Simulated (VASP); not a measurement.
# Na in VASP: single point with PBEsol

Aim: the single point of Na with PBEsol.

Everything below comes from runs of VASP 6.6.1. Logs are shortened: lines on timing, memory, paths and dates and some standing lists are left out, and cuts for length are marked.

### 1 Starting point

The cell holds a slab with vacuum, 7 atoms: a = 4.167 Å, b = 3.609 Å, c = 33.678 Å, α = 90.00°, β = 90.00°, γ = 54.74°.

The cell was built by a generator and needn't be a form met in nature.

### 2 Single point, PBEsol

INCAR

```
PREC = Accurate
ENCUT = 520
EDIFF = 1E-6
ISMEAR = 1
SIGMA = 0.1
LREAL = False
LASPH = True
NELM = 100
ALGO = Fast
ISIF = 2
LWAVE = False
LCHARG = False
LDIPOL = True
IDIPOL = 3
DIPOL = 0.5 0.5 0.500
GGA = PS
NBANDS = 34
```

KPOINTS

```
regular mesh
0
Gamma
  11 11 1
```

POSCAR

```
Na
1.0
    4.1667638300      0.0000000000      0.0000000000
    2.0833819150      2.9463469600      0.0000000000
    0.0000000000      0.0000000000     33.6780817570
Na
7
Direct
    0.0000000000      0.0000000000      0.2403400931
    0.5000000000      0.0000000000      0.3252759551
    0.0000000000      0.0000000000      0.4128337004
    0.5000000000      0.0000000000      0.4999999850
    0.0000000000      0.0000000000      0.5871662945
    0.5000000000      0.0000000000      0.6747240496
    0.0000000000      0.0000000000      0.7596599223
```

Potentials or basis: VASP PAW PBE potentials, release 64 (Na_pv).

Started as:

```console
$ cat potpaw_PBE.64/Na_pv/POTCAR > POTCAR
$ mpirun -np 1 vasp_std > vasp.out
```

OUTCAR:

```text
PREC = Accurate
   ENCUT = 520
   EDIFF = 1E-6
   ISMEAR = 1
   LREAL = False
   LASPH = True
   NELM = 100
   ISIF = 2
   GGA = PS

 ion  position               nearest neighbor table
   1  0.000  0.000  0.240-
   2  0.500  0.000  0.325-
   3  0.000  0.000  0.413-
   4  0.500  0.000  0.500-
   5  0.000  0.000  0.587-
   6  0.500  0.000  0.675-
   7  0.000  0.000  0.760-

  LATTYP: Found a base centered orthorhombic cell.
 ALAT       =     4.1667638300
 B/A-ratio  =     1.4142135625
 C/A-ratio  =     8.0825511431

  Lattice vectors:

 A1 = (   2.0833819150,  -2.9463469600,   0.0000000000)
 A2 = (   2.0833819150,   2.9463469600,   0.0000000000)
 A3 = (   0.0000000000,   0.0000000000,  33.6780817570)

Analysis of symmetry for initial positions (statically):
=====================================================================
 Subroutine PRICEL returns:
 Original cell was already a primitive cell.

 Routine SETGRP: Setting up the symmetry group for a
 base centered orthorhombic supercell.

 Subroutine GETGRP returns: Found  8 space group operations
 (whereof  8 operations were pure point group operations)
 out of a pool of  8 trial point group operations.

The static configuration has the point symmetry D_2h.

Analysis of symmetry for dynamics (positions and initial velocities):
=====================================================================
 Subroutine PRICEL returns:
 Original cell was already a primitive cell.

 Routine SETGRP: Setting up the symmetry group for a
 base centered orthorhombic supercell.

 Subroutine GETGRP returns: Found  8 space group operations
 (whereof  8 operations were pure point group operations)
 out of a pool of  8 trial point group operations.

The dynamic configuration has the point symmetry D_2h.

 Subroutine INISYM returns: Found  8 space group operations
 (whereof  8 operations are pure point group operations),
 and found     1 'primitive' translations

----------------------------------------------------------------------------------------

                                     Primitive cell

  volume of cell :     413.4568

  direct lattice vectors                    reciprocal lattice vectors
     4.166763830  0.000000000  0.000000000     0.239994404 -0.169701670  0.000000000
     2.083381915  2.946346960  0.000000000     0.000000000  0.339403340  0.000000000
     0.000000000  0.000000000 33.678081757     0.000000000  0.000000000  0.029692903

  length of vectors
     4.166763830  3.608523329 33.678081757     0.293931915  0.339403340  0.029692903

  position of ions in fractional coordinates (direct lattice)
     0.000000000  0.000000000  0.240340093
     0.500000000  0.000000000  0.325275955
     0.000000000  0.000000000  0.412833700
     0.500000000  0.000000000  0.499999985
     0.000000000  0.000000000  0.587166295
     0.500000000  0.000000000  0.674724050
     0.000000000  0.000000000  0.759659922

  ion indices of the primitive-cell ions
   primitive index   ion index
                 1           1
                 2           2
                 3           3
                 4           4
                 5           5
                 6           6
                 7           7

----------------------------------------------------------------------------------------

 KPOINTS: regular mesh

Automatic generation of k-mesh.
 Grid dimensions read from file:
 generate k-points for:   11   11    1

 Generating k-lattice:

  Cartesian coordinates                     Fractional coordinates (reciprocal lattice)
     0.021817673 -0.015427425  0.000000000     0.090909091  0.000000000  0.000000000
     0.000000000  0.030854849  0.000000000     0.000000000  0.090909091  0.000000000
     0.000000000  0.000000000  0.029692903     0.000000000  0.000000000  1.000000000

  Length of vectors
     0.026721083  0.030854849  0.029692903

  Shift w.r.t. Gamma in fractional coordinates (k-lattice)
     0.000000000  0.000000000  0.000000000

 Subroutine IBZKPT returns following result:
 ===========================================

 Found     36 irreducible k-points:

 Following reciprocal coordinates:
            Coordinates               Weight
  0.000000  0.000000  0.000000      1.000000
  0.090909  0.000000  0.000000      4.000000
  0.181818  0.000000  0.000000      4.000000
  0.272727  0.000000  0.000000      4.000000
  0.363636  0.000000  0.000000      4.000000
  0.454545  0.000000  0.000000      4.000000
[... 16 lines left out ...]
 -0.181818  0.181818  0.000000      4.000000
 -0.090909  0.181818  0.000000      4.000000
 [... further k-points ...]
   k-points           NKPTS =     36   k-points in BZ     NKDIM =     36   number of bands    NBANDS=     34
   number of dos      NEDOS =    301   number of ions     NIONS =      7
   total plane-waves  NPLWV = 224000
   dimension x,y,z NGX =    32 NGY =   28 NGZ =  250
   dimension x,y,z NGXF=    64 NGYF=   56 NGZF=  500
   ions per type =               7
   NGX,Y,Z   is equivalent  to a cutoff of  12.77, 12.90, 12.34 a.u.
   NGXF,Y,Z  is equivalent  to a cutoff of  25.53, 25.80, 24.68 a.u.
 SYSTEM =  unknown system
   PREC   = accura    normal or accurate (medium, high low for compatibility)
   ISTART =      0    job   : 0-new  1-cont  2-samecut
   ICHARG =      2    charge: 1-file 2-atom 10-const
   ISPIN  =      1    spin polarized calculation?
   LNONCOLLINEAR =      F non collinear calculations
   LSORBIT =      F    spin-orbit coupling
   LASPH  =      T    aspherical Exc in radial PAW
   ENCUT  =  520.0 eV  38.22 Ry    6.18 a.u.   7.75  6.71 62.62*2*pi/ulx,y,z
   NELM   =    100;   NELMIN=  2; NELMDL= -5     # of ELM steps
   EDIFF  = 0.1E-05   stopping-criterion for ELM
   LREAL  =      F    real-space projection
   EDIFFG = 0.1E-04   stopping-criterion for IOM
   NSW    =      0    number of steps for IOM
   IBRION =     -1    ionic relax: 0-MD 1-quasi-New 2-CG
   NFREE  =      0    steps in history (QN), initial steepest desc. (CG)
   ISIF   =      2    stress and relaxation
   ISYM   =      2    0-nonsym 1-usesym 2-fastsym
   POTIM  = 0.5000    time-step for ionic-motion
   TEBEG  =    0.0;   TEEND  =   0.0 temperature during run
   PSTRESS=    0.0 pullay stress
   NELECT =      49.0000    total number of electrons
   NUPDOWN=      -1.0000    fix difference up-down
   EMIN   =  10.00;   EMAX   =-10.00  energy-range for DOS
   EFERMI =   0.00;   METHOD = LEGACY
   ISMEAR =     1;   SIGMA  =   0.10  broadening in eV -4-tet -1-fermi 0-gaus
   EFERMI_NEDOS =   21; number of points for ismear=-14 and -15
   IALGO  =     68    algorithm
   IMIX   =      4    mixing-type and parameters
     AMIX     =   0.40;   BMIX     =  1.00
     AMIX_MAG =   1.60;   BMIX_MAG =  1.00
  volume/ion in A,a.u.               =      59.07       398.59
  Fermi-wavevector in a.u.,A,eV,Ry     =   0.804137  1.519599  8.798025  0.646637
  Thomas-Fermi vector in A             =   1.912137
   LORBIT       =      0    0 simple, 1 ext, 2 COOP (PROOUT), +10 PAW based schemes
   GGA     = PS    functional components
   LHFCALC =     F    Hartree Fock is set to
   AEXX    =    0.0000 exact exchange contribution
   IVDW    =     0    specifies the selected vdW correction
   LEPSILON=     F    determine dielectric tensor
   LRPA    =     F    only Hartree local field effects (RPA)
 non-spin polarized calculation
 RMM-DIIS sequential band-by-band and
 Methfessel and Paxton  Order N= 1 SIGMA  =   0.10
  energy-cutoff  :      520.00
  volume of cell :      413.46
 maximum number of plane-waves:     11170
   NGX = 15   NGY = 13   NGZ =125

 dipolmoment           0.000000      0.000000      0.000000 electrons x Angstroem

 number of electron      49.0000019 magnetization

 dipolmoment           0.000000      0.000000     -0.000000 electrons x Angstroem

 Free energy of the ion-electron system (eV)
  ---------------------------------------------------
  ext. energy  EPLUGINS =         0.00000000
  ---------------------------------------------------
  free energy    TOTEN  =        -9.45010442 eV

  energy without entropy =       -9.45121312  energy(sigma->0) =       -9.45047399

 E-fermi :  -0.7699     XC(G=0):  -4.4342

 val. band max:       -0.7705451073   @ k =  -0.1818   0.1818   0.0000
 cond. band min:      -0.7465182249   @ k =   0.0000   0.0000   0.0000
 fundamental gap:      0.0240268824
 Fermi energy:        -0.7698620723

 k-point     1 :       0.0000    0.0000    0.0000
  band No.  band energies     occupation
      1     -25.8157      2.00000
      2     -25.8157      2.00000
      3     -25.7820      2.00000
      4     -25.7820      2.00000
      5     -25.7796      2.00000
      6     -25.7796      2.00000
[... 26 lines left out ...]
     33       2.8999      0.00000
     34       2.9503      0.00000

 k-point     2 :       0.0909    0.0000    0.0000
  band No.  band energies     occupation
      1     -25.8154      2.00000
      2     -25.8154      2.00000
      3     -25.7835      2.00000
      4     -25.7835      2.00000
      5     -25.7804      2.00000
      6     -25.7804      2.00000
[... 26 lines left out ...]
     33       2.9994      0.00000
     34       3.0515      0.00000

 k-point     3 :       0.1818    0.0000    0.0000
  band No.  band energies     occupation
      1     -25.8147      2.00000
      2     -25.8147      2.00000
      3     -25.7893      2.00000
      4     -25.7893      2.00000
      5     -25.7810      2.00000
      6     -25.7810      2.00000
[... 26 lines left out ...]
     33       3.2773      0.00000
     34       3.3419      0.00000
[... 704 lines left out ...]
 k-point    23 :      -0.1818    0.1818    0.0000
  band No.  band energies     occupation
      1     -25.8124      2.00000
      2     -25.8124      2.00000
      3     -25.8032      2.00000
      4     -25.8032      2.00000
      5     -25.7869      2.00000
      6     -25.7869      2.00000
[... 26 lines left out ...]
     33       3.0529      0.00000
     34       3.3468      0.00000

 k-point    24 :      -0.0909    0.1818    0.0000
  band No.  band energies     occupation
      1     -25.8132      2.00000
      2     -25.8132      2.00000
      3     -25.7962      2.00000
      4     -25.7962      2.00000
      5     -25.7866      2.00000
      6     -25.7866      2.00000
[... 26 lines left out ...]
     33       3.7397      0.00000
     34       4.2993      0.00000

 [... further k-points ...]

------------------------ aborting loop because EDIFF is reached ----------------------------------------

 vacuum level on the upper side and lower side of the slab       (xc-potential included)        -0.175        -0.175

  FORCE on cell =-STRESS in cart. coord.  units (eV):
  Direction    XX          YY          ZZ          XY          YZ          ZX
  --------------------------------------------------------------------------------------
  -------------------------------------------------------------------------------------
  Total        0.0409574     -0.0337727      0.0187652      0.0000000      0.0000000      0.0000000
  in kB        0.1587131     -0.1308719      0.0727166      0.0000000      0.0000000      0.0000000
  external PRESSURE =       0.0335193 kB  Pullay stress =       0.0000000 kB

 VOLUME and BASIS-vectors are now :
 -----------------------------------------------------------------------------
  energy-cutoff  :      520.00
  volume of cell :      413.46
      direct lattice vectors                 reciprocal lattice vectors
     4.166763830  0.000000000  0.000000000     0.239994404 -0.169701670  0.000000000
     2.083381915  2.946346960  0.000000000     0.000000000  0.339403340  0.000000000
     0.000000000  0.000000000 33.678081757     0.000000000  0.000000000  0.029692903

 POSITION                                       TOTAL-FORCE (eV/Angst)
 -----------------------------------------------------------------------------------
      0.00000      0.00000      8.09419         0.000000      0.000000     -0.002930
      2.08338      0.00000     10.95467        -0.000000      0.000000      0.002271
      0.00000      0.00000     13.90345         0.000000     -0.000000     -0.003020
      2.08338      0.00000     16.83904         0.000000      0.000000      0.000000
      0.00000      0.00000     19.77463         0.000000      0.000000      0.003020
      2.08338      0.00000     22.72341        -0.000000     -0.000000     -0.002271
      0.00000      0.00000     25.58389         0.000000      0.000000      0.002930
 -----------------------------------------------------------------------------------
    total drift:                                0.000000     -0.000000      0.000000

  FREE ENERGIE OF THE ION-ELECTRON SYSTEM (eV)
  ---------------------------------------------------
  free  energy   TOTEN  =        -9.4501044213 eV

  energy  without entropy=       -9.4512131153  energy(sigma->0) =       -9.45047399

 vacuum level on the upper side and lower side of the slab         1.875         1.875
```

Run time: 6.9 min. Hardware: 1 thread of Intel Xeon 6975P-C (Granite Rapids), shared host; peak memory 0.7 GiB.

Results:

```
Free energy            : -9.4501 eV
Largest force          : 0.003 eV/Å
Band gap on the k mesh : none (metal or under the smearing width)
```

Forces on the atoms (eV/Å):
```
Na   0.000  0.000 -0.003
Na   0.000  0.000  0.002
Na   0.000  0.000 -0.003
Na   0.000  0.000  0.000
Na   0.000  0.000  0.003
Na   0.000  0.000 -0.002
Na   0.000  0.000  0.003
```

Caveat: the PAW data sets were made with another functional, which shifts forces and pressure a little.
